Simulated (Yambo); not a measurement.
# PbSe (Clausthalite) (Fm-3m) in Yambo: a series of runs

One crystal, PbSe (Clausthalite), is run at these levels: PBEsol; tasks: optical spectrum.

All numbers are computed with Yambo 5.3.0; they aren't measurements. Logs are shortened: lines on timing, memory, paths and dates and some standing lists are left out, and cuts for length are marked.

**What was measured.**

From a printed reference work, monograph, for a bulk crystal of PbSe: band gap 0.15 eV (direct) at 4.2 K; band gap 0.28 eV (direct) at 300 K.

How close the calculation comes is told below.

## (1) Starting point

Symmetry: Fm-3m, No. 225, cubic system. Conventional cell: a = 6.121 Å, b = 6.121 Å, c = 6.121 Å, α = 90.00°, β = 90.00°, γ = 90.00°. Around Pb (site symmetry m-3m) lie 6 Se at 3.06 Å. Around Se (site symmetry m-3m) lie 6 Pb at 3.06 Å.

## (2) Optical spectrum, PBEsol

Contents of optics0.in:

```
optics
chi
Chimod= "IP"
% BndsRnXd
 1 | 35 |
%
% LongDrXd
 0 | 0 | 1 |
%
% QpntsRXd
 1 | 1 |
%
% EnRngeXd
 0 | 15 | eV
%
% DmRngeXd
 0.05 | 0.05 | eV
%
ETStpsXd= 300
```

Contents of scf.in:

```
&CONTROL
  calculation = 'scf'
  prefix = 'pwscf'
  outdir = './tmp'
  pseudo_dir = './pseudo'
/
&SYSTEM
  ibrav = 0
  nat = 2
  ntyp = 2
  ecutwfc = 86
  nbnd = 22
  occupations = 'smearing'
  smearing = 'fd'
  degauss = 0.00367493
  force_symmorphic = .true.
/
&ELECTRONS
  conv_thr = 4d-10
  electron_maxstep = 120
  mixing_beta = 0.5
/
ATOMIC_SPECIES
Pb   207.2000 Pb.upf
Se    78.9710 Se.upf
CELL_PARAMETERS angstrom
   0.0000000000    3.0606500000    3.0606500000
   3.0606500000    0.0000000000    3.0606500000
   3.0606500000    3.0606500000    0.0000000000
ATOMIC_POSITIONS crystal
Pb     0.0000000000    0.0000000000    0.0000000000
Se     0.5000000000    0.5000000000    0.5000000000
K_POINTS automatic
8 8 8 0 0 0
```

Contents of nscf.in:

```
&CONTROL
  calculation = 'nscf'
  prefix = 'pwscf'
  outdir = './tmp'
  pseudo_dir = './pseudo'
/
&SYSTEM
  ibrav = 0
  nat = 2
  ntyp = 2
  ecutwfc = 86
  nbnd = 35
  occupations = 'fixed'
  force_symmorphic = .true.
/
&ELECTRONS
  conv_thr = 1d-08
  diago_full_acc = .true.
  diago_thr_init = 1d-06
/
ATOMIC_SPECIES
Pb   207.2000 Pb.upf
Se    78.9710 Se.upf
CELL_PARAMETERS angstrom
   0.0000000000    3.0606500000    3.0606500000
   3.0606500000    0.0000000000    3.0606500000
   3.0606500000    3.0606500000    0.0000000000
ATOMIC_POSITIONS crystal
Pb     0.0000000000    0.0000000000    0.0000000000
Se     0.5000000000    0.5000000000    0.5000000000
K_POINTS automatic
8 8 8 0 0 0
```

Potentials or basis: PseudoDojo 0.4.1 SR PBEsol standard.

Launch:

```console
$ OMP_NUM_THREADS=1 pw.x -in scf.in > scf.out
$ OMP_NUM_THREADS=1 pw.x -in nscf.in > nscf.out
$ cd tmp/pwscf.save; p2y; mv SAVE ../..; cd ../..
$ OMP_NUM_THREADS=1 yambo
$ OMP_NUM_THREADS=1 yambo -F optics0.in -J optics0 -C optics0_out
```

Yambo's report:

```text
[... sections 02.01 to 02.04 as in the set-up run ...]

  [02.05] Energies & Occupations
  ==============================

  [X] === General ===
  [X] Electronic Temperature                        :  0.000000  0.000000 [eV K]
  [X] Bosonic    Temperature                        :  0.000000  0.000000 [eV K]
  [X] Finite Temperature mode                       : no
  [X] El. density                                   :  0.52318E+24 [cm-3]
  [X] Fermi Level                                   :  9.329004 [eV]

  [X] === Gaps and Widths ===
  [X] Conduction Band Min                           :  0.210006 [eV]
  [X] Valence Band Max                              :  0.000000 [eV]
  [X] Filled Bands                                  :  15
  [X] Empty Bands                                   :   16   35
  [X] Direct Gap                                    :  0.210006 [eV]
  [X] Direct Gap localized at k                     :   5
  [X] Indirect Gap                                  :  0.210006 [eV]
  [X] Indirect Gap between kpts                     :   5   5
  [X] Last valence band width                       :  3.236006 [eV]
  [X] 1st conduction band width                     :  4.473879 [eV]

 [03] Transferred momenta grid and indexing
 ==========================================

 IBZ Q-points                                      :  29
 BZ  Q-points                                      :   512

 K/Q-points units:
 rlu = crystal or reduced units; cc = cartesian coordinates; iku = interal k-units

 Q [ 1]         [rlu]:  0.000000  0.000000  0.000000
 Q [ 2]         [rlu]: -0.25789E-17 -0.25789E-17  0.12500
 Q [ 3]         [rlu]: -0.51579E-17 -0.51579E-17  0.25000
 Q [ 4]         [rlu]: -0.55307E-17 -0.55307E-17  0.37500
 Q [ 5]         [rlu]:  0.10316E-16  0.10316E-16 -0.50000
 Q [ 6]         [rlu]:  0.46518E-17  0.12500      0.12500
 Q [ 7]         [rlu]:  0.25177E-16  0.12500      0.25000
 Q [ 8]         [rlu]:  0.22598E-16  0.12500      0.37500
 Q [ 9]         [rlu]:  0.20019E-16  0.12500      0.50000
 Q [10]         [rlu]:  0.10316E-16  0.12500     -0.37500
 Q [11]         [rlu]:  0.33247E-17  0.12500     -0.25000
 Q [12]         [rlu]:  0.51579E-17  0.12500     -0.12500
 Q [13]         [rlu]:  0.93036E-17  0.25000      0.25000
 Q [14]         [rlu]:  0.11299E-16  0.25000      0.37500
 Q [15]         [rlu]:  0.22598E-16  0.25000      0.50000
 Q [16]         [rlu]:  0.12895E-16  0.25000     -0.37500
 Q [17]         [rlu]:  0.10316E-16  0.25000     -0.25000
 Q [18]         [rlu]:  0.13955E-16  0.37500      0.37500
 Q [19]         [rlu]:  0.18559E-16  0.37500      0.50000
 Q [20]         [rlu]:  0.15474E-16  0.37500     -0.37500
 Q [21]         [rlu]: -0.18607E-16 -0.50000     -0.50000
 Q [22]         [rlu]:  0.125000  0.250000  0.375000
 Q [23]         [rlu]:  0.125000  0.250000  0.500000
 Q [24]         [rlu]:  0.125000  0.250000 -0.375000
 Q [25]         [rlu]:  0.125000  0.375000  0.500000
 Q [26]         [rlu]:  0.125000  0.375000  0.625000
 Q [27]         [rlu]:  0.125000  0.375000 -0.250000
 Q [28]         [rlu]:  0.125000 -0.500000 -0.375000
 Q [29]         [rlu]:  0.250000 -0.500000 -0.250000

 [04] Dipoles
 ============

  [04.01] Setup: observables and procedures
  =========================================

  [WF-Oscillators/G space/Transverse up loader] Normalization (few states)  min/max  :  0.13507E-16   1.0000

  [WR./optics0//ndb.dipoles]------------------------------------------------------
   Brillouin Zone Q/K grids (IBZ/BZ)                :    29   512    29   512
   RL vectors                                       :   6375 [WF]
   Fragmentation                                    : yes
   Electronic Temperature                           :  0.000000 [K]
   Bosonic    Temperature                           :  0.000000 [K]
   DIP band range                                   :    1   35
   DIP band range limits                            :  15  16
   DIP e/h energy range                             : -1.000000 -1.000000 [eV]
   RL vectors in the sum                            :   6375
   [r,Vnl] included                                 : yes
   Bands ordered                                    : yes
   Direct v evaluation                              : no
   Approach used                                    : G-space v
   Dipoles computed                                 : R V P [G-space]
   Wavefunctions                                    : Perdew, Burke & Ernzerhof SOL(X)+Perdew, Burke & Ernzerhof SOL(C)

  [WARNING] [r,Vnl^pseudo] included in position and velocity dipoles.

  [WARNING] In case H contains other non local terms, these are neglected

 [05] Optics
 ===========

 [X-CG] R(p) Tot o/o(of R):    5665  153600     100
```

It took 88 s on 1 thread of Arm Neoverse V2, shared host; peak memory 0.26 GiB.

What came out:

| Item | Value |
| --- | --- |
| Band gap on the k mesh, mean-field level | 0.21 eV, direct |
| Electronic dielectric constant along the field | 51.73 |

Dielectric function (along the field direction of the input):
```csv
energy (eV),real part,imaginary part
0.25,-3.91,41.46
0.60,18.77,1.88
1.00,25.63,1.41
1.35,39.86,7.64
1.76,12.54,10.24
2.11,57.16,34.40
2.51,-18.53,126.64
2.86,-18.65,12.22
3.26,-6.12,6.97
3.61,-3.39,13.26
4.01,-8.00,7.68
4.36,-10.14,7.79
4.77,-5.43,2.55
5.17,-1.66,3.95
5.52,-1.94,2.01
5.92,-0.94,2.51
6.27,-2.08,3.14
6.67,0.89,2.83
7.02,-0.86,2.82
7.42,1.43,3.14
7.78,-0.69,3.27
8.18,-1.72,2.03
8.53,-1.54,3.16
8.93,-0.71,3.04
9.28,-1.04,1.59
9.68,-1.11,1.78
10.08,-0.78,1.88
10.43,-0.86,2.13
10.84,-0.81,1.32
11.19,-0.68,1.30
11.59,-1.10,1.22
11.94,-1.09,1.04
12.34,-0.42,0.85
12.69,-0.57,1.13
13.09,-0.69,0.98
13.44,-0.42,0.49
13.85,-0.39,0.68
14.20,-0.22,0.37
14.60,0.02,0.36
15.00,-0.02,0.46
```

Caveat: spectra need much finer meshes, so this one isn't converged; independent-particle spectra lack excitons; spin-orbit coupling is left out, which as a rule narrows the gap of such compounds by several tenths of an eV.

## (3) Optical spectrum, PBEsol

Contents of optics1.in:

```
optics
chi
Chimod= "HARTREE"
% BndsRnXd
 1 | 35 |
%
NGsBlkXd= 3 Ry
% LongDrXd
 0 | 0 | 1 |
%
% QpntsRXd
 1 | 1 |
%
% EnRngeXd
 0 | 15 | eV
%
% DmRngeXd
 0.1 | 0.1 | eV
%
ETStpsXd= 200
```

scf.in is that of step 2.

nscf.in is that of step 2.

Potentials or basis: PseudoDojo 0.4.1 SR PBEsol standard.

Launch:

```console
$ OMP_NUM_THREADS=1 pw.x -in scf.in > scf.out
$ OMP_NUM_THREADS=1 pw.x -in nscf.in > nscf.out
$ cd tmp/pwscf.save; p2y; mv SAVE ../..; cd ../..
$ OMP_NUM_THREADS=1 yambo
$ OMP_NUM_THREADS=1 yambo -F optics1.in -J optics1 -C optics1_out
```

Yambo's report:

```text
[... sections 02.01 to 02.04 as in the set-up run ...]

[... 5 lines left out ...]
  [X] Bosonic    Temperature                        :  0.000000  0.000000 [eV K]
  [X] Finite Temperature mode                       : no
  [X] El. density                                   :  0.52318E+24 [cm-3]
  [X] Fermi Level                                   :  9.329004 [eV]

  [X] === Gaps and Widths ===
  [X] Conduction Band Min                           :  0.210006 [eV]
  [X] Valence Band Max                              :  0.000000 [eV]
  [X] Filled Bands                                  :  15
  [X] Empty Bands                                   :   16   35
  [X] Direct Gap                                    :  0.210006 [eV]
  [X] Direct Gap localized at k                     :   5
  [X] Indirect Gap                                  :  0.210006 [eV]
  [X] Indirect Gap between kpts                     :   5   5
  [X] Last valence band width                       :  3.236006 [eV]
  [X] 1st conduction band width                     :  4.473879 [eV]

 [03] Transferred momenta grid and indexing
 ==========================================

 IBZ Q-points                                      :  29
 BZ  Q-points                                      :   512

 K/Q-points units:
 rlu = crystal or reduced units; cc = cartesian coordinates; iku = interal k-units

 Q [ 1]         [rlu]:  0.000000  0.000000  0.000000
 Q [ 2]         [rlu]: -0.25789E-17 -0.25789E-17  0.12500
 Q [ 3]         [rlu]: -0.51579E-17 -0.51579E-17  0.25000
 Q [ 4]         [rlu]: -0.55307E-17 -0.55307E-17  0.37500
 Q [ 5]         [rlu]:  0.10316E-16  0.10316E-16 -0.50000
 Q [ 6]         [rlu]:  0.46518E-17  0.12500      0.12500
 Q [ 7]         [rlu]:  0.25177E-16  0.12500      0.25000
 Q [ 8]         [rlu]:  0.22598E-16  0.12500      0.37500
 Q [ 9]         [rlu]:  0.20019E-16  0.12500      0.50000
 Q [10]         [rlu]:  0.10316E-16  0.12500     -0.37500
 Q [11]         [rlu]:  0.33247E-17  0.12500     -0.25000
 Q [12]         [rlu]:  0.51579E-17  0.12500     -0.12500
 Q [13]         [rlu]:  0.93036E-17  0.25000      0.25000
 Q [14]         [rlu]:  0.11299E-16  0.25000      0.37500
 Q [15]         [rlu]:  0.22598E-16  0.25000      0.50000
[... 12 lines left out ...]
 Q [28]         [rlu]:  0.125000 -0.500000 -0.375000
 Q [29]         [rlu]:  0.250000 -0.500000 -0.250000

 [04] Dipoles
 ============

  [04.01] Setup: observables and procedures
  =========================================

  [WF-Oscillators/G space/Transverse up loader] Normalization (few states)  min/max  :  0.13507E-16   1.0000

  [WR./optics1//ndb.dipoles]------------------------------------------------------
   Brillouin Zone Q/K grids (IBZ/BZ)                :    29   512    29   512
   RL vectors                                       :   6375 [WF]
   Fragmentation                                    : yes
   Electronic Temperature                           :  0.000000 [K]
   Bosonic    Temperature                           :  0.000000 [K]
   DIP band range                                   :    1   35
   DIP band range limits                            :  15  16
   DIP e/h energy range                             : -1.000000 -1.000000 [eV]
   RL vectors in the sum                            :   6375
   [r,Vnl] included                                 : yes
   Bands ordered                                    : yes
   Direct v evaluation                              : no
   Approach used                                    : G-space v
   Dipoles computed                                 : R V P [G-space]
   Wavefunctions                                    : Perdew, Burke & Ernzerhof SOL(X)+Perdew, Burke & Ernzerhof SOL(C)

  [WARNING] [r,Vnl^pseudo] included in position and velocity dipoles.

  [WARNING] In case H contains other non local terms, these are neglected

 [05] Optics
 ===========

 [X-CG] R(p) Tot o/o(of R):    5665  153600     100
```

o-optics1.eps_q1_inv_rpa_dyson:

```text
# Absorption @ Q(1):   0.00000000      0.00000000      1.00000000    [q->0 direction]
#
# [ X ] Hartree size                              :   51
# [GEN] GF Energies                               : Perdew, Burke & Ernzerhof SOL(X)+Perdew, Burke & Ernzerhof SOL(C)
# [GEN] Green`s Function                          : T-ordered
#
# [GEN] Gauge                                     : Length
# [GEN] [r,Vnl] included                          : yes
#
#    E[1] [eV]          Im(eps)            Re(eps)            Im(eps_o)          Re(eps_o)
#
        0.000000           12.68660           45.04731           13.23788           47.51032
        0.075377           15.76305           45.57725           16.43519           48.01652
        0.150754           27.05776           42.80677           28.06797           44.90352
        0.226131           34.69337           22.31383           35.23162           23.71069
        0.301508           20.27894           9.716136           20.38405           11.44819
        0.376884           10.61750           10.91061           10.73715           12.81136
[... 192 lines left out ...]
        14.92462           0.425215           0.117680           0.432636          -0.020392
        15.00000           0.419710           0.123524           0.424134          -0.019353
#
```

It took 92 s on 1 thread of Arm Neoverse V2, shared host; peak memory 0.51 GiB.

Results:

```
Band gap on the k mesh, mean-field level                              : 0.21 eV, direct
Electronic dielectric constant along the field                        : 45.05
Electronic dielectric constant along the field, independent particles : 47.51
```

Dielectric function (along the field direction of the input):
```
energy (eV)  real part  imaginary part
       0.30       9.72           20.28
       0.68      18.25            2.92
       1.06      23.88            2.70
       1.43      31.30           13.84
       1.81      18.34           10.56
       2.19      27.41           29.26
       2.56     -13.03           70.21
       2.94     -15.65           17.00
       3.32      -5.63            9.92
       3.69      -4.01           15.01
       4.07      -6.77            8.54
       4.45      -8.62            5.67
       4.82      -4.94            2.87
       5.20      -2.55            3.86
       5.58      -2.28            2.80
       5.95      -1.59            2.62
       6.33      -1.93            2.40
       6.71      -0.35            2.60
       7.09      -1.26            2.40
       7.46       0.08            2.44
       7.84      -0.37            2.95
       8.22      -1.16            1.89
       8.59      -1.11            2.49
       8.97      -1.09            2.26
       9.35      -0.80            1.46
       9.72      -0.69            1.20
      10.10      -0.46            1.47
      10.48      -0.54            1.31
      10.85      -0.57            1.06
      11.23      -0.32            0.93
      11.61      -0.33            1.18
      11.98      -0.44            0.97
      12.36      -0.19            0.80
      12.74      -0.09            0.91
      13.12      -0.07            0.99
      13.49      -0.21            0.66
      13.87      -0.14            0.69
      14.25      -0.07            0.40
      14.62       0.12            0.37
      15.00       0.12            0.42
```

Caveat: spectra need much finer meshes, so this one isn't converged; these spectra lack excitons; spin-orbit coupling is left out, which as a rule narrows the gap of such compounds by several tenths of an eV.

[end of part 1 of 3]
